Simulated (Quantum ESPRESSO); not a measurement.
# MoS2 in Quantum ESPRESSO: relaxation of the atoms with PBE

Aim: the relaxation of the atoms of MoS2 with PBE.

All numbers are computed with Quantum ESPRESSO 7.5; they aren't measurements. Logs are shortened: lines on timing, memory, paths and dates and some standing lists are left out, and cuts for length are marked.

### 1 Starting point

The cell holds a sheet with vacuum, 3 atoms: a = 3.287 Å, b = 3.146 Å, c = 21.130 Å, α = 90.00°, β = 90.00°, γ = 121.50°.

The cell was built by a generator and needn't be a form met in nature.

### 2 Relaxation of the atoms, PBE

pw.in reads:

```
&CONTROL
  calculation = 'relax'
  prefix = 'pwscf'
  outdir = './tmp'
  pseudo_dir = './pseudo'
  tprnfor = .true.
  disk_io = 'low'
  nstep = 40
  forc_conv_thr = 0.0004
  etot_conv_thr = 1d-05
/
&SYSTEM
  ibrav = 0
  nat = 3
  ntyp = 2
  ecutwfc = 60
  ecutrho = 440
  nbnd = 20
  occupations = 'smearing'
  smearing = 'gaussian'
  degauss = 0.00146997
/
&ELECTRONS
  conv_thr = 6d-10
  electron_maxstep = 120
  mixing_beta = 0.5
/
&IONS
  ion_dynamics = 'bfgs'
/
ATOMIC_SPECIES
S     32.0600 s_pbe_v1.4.uspp.F.UPF
Mo    95.9500 Mo_ONCV_PBE-1.0.oncvpsp.upf
CELL_PARAMETERS angstrom
   3.2874400000    0.0000000000    0.0000000000
  -1.6437200000    2.6827561754    0.0000000000
   0.0000000000    0.0000000000   21.1300000000
ATOMIC_POSITIONS crystal
S      0.6666666667    0.3333333333    0.4259346900
Mo     0.3333333333    0.6666666667    0.5000000000
S      0.6666666667    0.3333333333    0.5740653100
K_POINTS automatic
10 10 1 0 0 0
```

Potentials or basis: SSSP 1.3 efficiency PBE.

Started as:

```sh
> OMP_NUM_THREADS=1 pw.x -in pw.in > pw.out
```

pw.out:

```text
This program is part of the open-source Quantum ESPRESSO suite
     for quantum simulation of materials; please cite
[... 9 lines left out ...]
     --------------------
     sticks:   dense  smooth     PW     G-vecs:    dense   smooth      PW
     Sum        1097     607    181               195967    79059   12911

     Using Slab Decomposition

     bravais-lattice index     =            0
     lattice parameter (alat)  =       6.2124  a.u.
     unit-cell volume          =    1257.5786 (a.u.)^3
     number of atoms/cell      =            3
     number of atomic types    =            2
     number of electrons       =        26.00
     number of Kohn-Sham states=           20
     kinetic-energy cutoff     =      60.0000  Ry
     charge density cutoff     =     440.0000  Ry
     scf convergence threshold =      6.0E-10
     mixing beta               =       0.5000
     number of iterations used =            8  plain     mixing
     energy convergence thresh.=      1.0E-05
     force convergence thresh. =      4.0E-04
     Exchange-correlation= PBE
                           (   1   4   3   4   0   0   0)
     nstep                     =           40

     celldm(1)=   6.212361  celldm(2)=   0.000000  celldm(3)=   0.000000
     celldm(4)=   0.000000  celldm(5)=   0.000000  celldm(6)=   0.000000

     crystal axes: (cart. coord. in units of alat)
               a(1) = (   1.000000   0.000000   0.000000 )
               a(2) = (  -0.500000   0.816062   0.000000 )
               a(3) = (   0.000000   0.000000   6.427494 )

     reciprocal axes: (cart. coord. in units 2 pi/alat)
               b(1) = (  1.000000  0.612698 -0.000000 )
               b(2) = (  0.000000  1.225396  0.000000 )
               b(3) = (  0.000000 -0.000000  0.155582 )

     PseudoPot. # 1 for S  read from file:
     s_pbe_v1.4.uspp.F.UPF
     Pseudo is Ultrasoft + core correction, Zval =  6.0
     Generated by new atomic code, or converted to UPF format
     Using radial grid of  907 points,  6 beta functions with:
                l(1) =   0
                l(2) =   0
                l(3) =   1
                l(4) =   1
                l(5) =   2
                l(6) =   2
     Q(r) pseudized with  8 coefficients,  rinner =    1.300   1.300   1.300
                                                       1.300   1.300

     PseudoPot. # 2 for Mo read from file:
     Mo_ONCV_PBE-1.0.oncvpsp.upf
     Pseudo is Norm-conserving, Zval = 14.0
     Generated using ONCVPSP code by D. R. Hamann
     Using radial grid of 1526 points,  6 beta functions with:
                l(1) =   0
                l(2) =   0
                l(3) =   1
                l(4) =   1
                l(5) =   2
                l(6) =   2

     atomic species   valence    mass     pseudopotential
     S                 6.00    32.06000     S ( 1.00)
     Mo               14.00    95.95000     Mo( 1.00)

      4 Sym. Ops. (no inversion) found

   Cartesian axes

     site n.     atom                  positions (alat units)
         1        S      tau(   1) = (   0.5000000   0.2720208   2.7376926  )
         2        Mo     tau(   2) = (  -0.0000000   0.5440416   3.2137469  )
         3        S      tau(   3) = (   0.5000000   0.2720208   3.6898012  )

     number of k points=    31  Gaussian smearing, width (Ry)=  0.0015
                       cart. coord. in units 2pi/alat
        k(    1) = (   0.0000000   0.0000000   0.0000000), wk =   0.0200000
        k(    2) = (   0.0000000   0.1225396   0.0000000), wk =   0.0400000
        k(    3) = (   0.0000000   0.2450793   0.0000000), wk =   0.0400000
        k(    4) = (   0.0000000   0.3676189   0.0000000), wk =   0.0400000
        k(    5) = (   0.0000000   0.4901586   0.0000000), wk =   0.0400000
        k(    6) = (   0.0000000  -0.6126982   0.0000000), wk =   0.0200000
[... 23 lines left out ...]
        k(   30) = (  -0.5000000  -0.1838095   0.0000000), wk =   0.0800000
        k(   31) = (  -0.5000000  -0.0612698   0.0000000), wk =   0.0800000

     Dense  grid:   195967 G-vectors     FFT dimensions: (  45,  40, 270)

     Smooth grid:    79059 G-vectors     FFT dimensions: (  32,  30, 200)

     Initial potential from superposition of free atoms

     starting charge      25.9989, renormalised to      26.0000

     negative rho (up, down):  4.990E-06 0.000E+00
     Starting wfcs are   18 randomized atomic wfcs +    2 random wfcs

     Self-consistent Calculation

     iteration #  1     ecut=    60.00 Ry     beta= 0.50
     Davidson diagonalization with overlap
     ethr =  1.00E-02,  avg # of iterations =  5.9

     Threshold (ethr) on eigenvalues was too large:
     Diagonalizing with lowered threshold

     Davidson diagonalization with overlap
     ethr =  3.99E-04,  avg # of iterations =  2.9

     negative rho (up, down):  1.660E-06 0.000E+00

     total energy              =    -185.50522688 Ry
     estimated scf accuracy    <       0.11097615 Ry

     iteration #  2     ecut=    60.00 Ry     beta= 0.50
     Davidson diagonalization with overlap
     ethr =  4.27E-04,  avg # of iterations =  7.0

     negative rho (up, down):  6.551E-06 0.000E+00

     total energy              =    -185.50643407 Ry
     estimated scf accuracy    <       0.11332580 Ry

     iteration #  3     ecut=    60.00 Ry     beta= 0.50
     Davidson diagonalization with overlap
     ethr =  4.27E-04,  avg # of iterations =  2.0
[... 256 lines left out ...]
!    total energy              =    -185.53401682 Ry
     estimated scf accuracy    <          6.7E-11 Ry
     smearing contrib. (-TS)   =      -0.00000000 Ry
     internal energy E=F+TS    =    -185.53401682 Ry

     The total energy is F=E-TS. E is the sum of the following terms:
     one-electron contribution =   -1205.28624136 Ry
     hartree contribution      =     602.31743831 Ry
     xc contribution           =     -32.54749339 Ry
     ewald contribution        =     449.98227962 Ry

     convergence has been achieved in  10 iterations

     negative rho (up, down):  7.579E-06 0.000E+00

     Forces acting on atoms (cartesian axes, Ry/au):

     atom    1 type  1   force =     0.00000000    0.00767946    0.00337039
     atom    2 type  2   force =     0.00000000   -0.01535892    0.00000000
     atom    3 type  1   force =     0.00000000    0.00767946   -0.00337039

     Total force =     0.019405     Total SCF correction =     0.000013

     BFGS Geometry Optimization
     Energy error            =      3.8E-04 Ry
     Gradient error          =      1.5E-02 Ry/Bohr

     number of scf cycles    =   1
     number of bfgs steps    =   0

     energy             new  =    -185.5340168166 Ry

     new trust radius        =       0.0153589217 bohr
     new conv_thr            =       0.0000000006 Ry

ATOMIC_POSITIONS (crystal)
S                0.6674240586        0.3348481171        0.4260190976
Mo               0.3318185495        0.6636370990        0.5000000000
S                0.6674240586        0.3348481171        0.5739809024

     NEW-OLD atomic charge density approx. for the potential

     negative rho (up, down):  7.692E-06 0.000E+00

     Self-consistent Calculation

     iteration #  1     ecut=    60.00 Ry     beta= 0.50
     Davidson diagonalization with overlap
     ethr =  1.00E-06,  avg # of iterations =  4.2

     Threshold (ethr) on eigenvalues was too large:
     Diagonalizing with lowered threshold

     Davidson diagonalization with overlap
     ethr =  4.15E-08,  avg # of iterations =  4.0
[... 1143 lines left out ...]
     The total energy is F=E-TS. E is the sum of the following terms:
     one-electron contribution =   -1206.77718915 Ry
     hartree contribution      =     603.05806258 Ry
     xc contribution           =     -32.55467250 Ry
     ewald contribution        =     450.73945429 Ry

     convergence has been achieved in   6 iterations

     negative rho (up, down):  7.605E-06 0.000E+00

     Forces acting on atoms (cartesian axes, Ry/au):

     atom    1 type  1   force =     0.00000000   -0.00003395    0.00007447
     atom    2 type  2   force =     0.00000000    0.00006790    0.00000000
     atom    3 type  1   force =     0.00000000   -0.00003395   -0.00007447

     Total force =     0.000134     Total SCF correction =     0.000004
     Energy error            =      1.3E-06 Ry
     Gradient error          =      7.4E-05 Ry/Bohr

     bfgs converged in   5 scf cycles and   4 bfgs steps
     (criteria: energy <  1.0E-05 Ry, force <  4.0E-04 Ry/Bohr)

     End of BFGS Geometry Optimization

     Final energy             =    -185.5343447737 Ry

Begin final coordinates

ATOMIC_POSITIONS (crystal)
S                0.6679114602        0.3358229203        0.4262043030
Mo               0.3308437463        0.6616874926        0.5000000000
S                0.6679114602        0.3358229203        0.5737956970
End final coordinates

=------------------------------------------------------------------------------=
   JOB DONE.
=------------------------------------------------------------------------------=
```

Run time: 8.6 min. Hardware: 1 thread of Arm Neoverse V1, shared host; peak memory 0.77 GiB.

What came out:

| Property | Result |
| --- | --- |
| Free energy | -2524.3234 eV |
| Energy gained by relaxing | 1.5 meV/atom |
| Ionic steps | 5 |
| Band gap on the k mesh | 1.64 eV, indirect (least direct gap 1.73 eV) |

Forces on the atoms (eV/Å):
```
S    0.000 -0.001  0.002
Mo   0.000  0.002  0.000
S    0.000 -0.001 -0.002
```

Step by step:
| step | energy change (eV) | largest force (eV/Å) |
| --- | --- | --- |
| 1 | 0.0000 | 0.3949 |
| 2 | -0.0036 | 0.1510 |
| 3 | -0.0044 | 0.0310 |
| 4 | -0.0044 | 0.0177 |
| 5 | -0.0045 | 0.0021 |

Final structure:
```
CELL_PARAMETERS angstrom
3.28744 0.00000 0.00000
-1.64372 2.68276 0.00000
0.00000 0.00000 21.13000
ATOMIC_POSITIONS crystal
S 0.66791 0.33582 0.42620
Mo 0.33084 0.66169 0.50000
S 0.66791 0.33582 0.57380
```
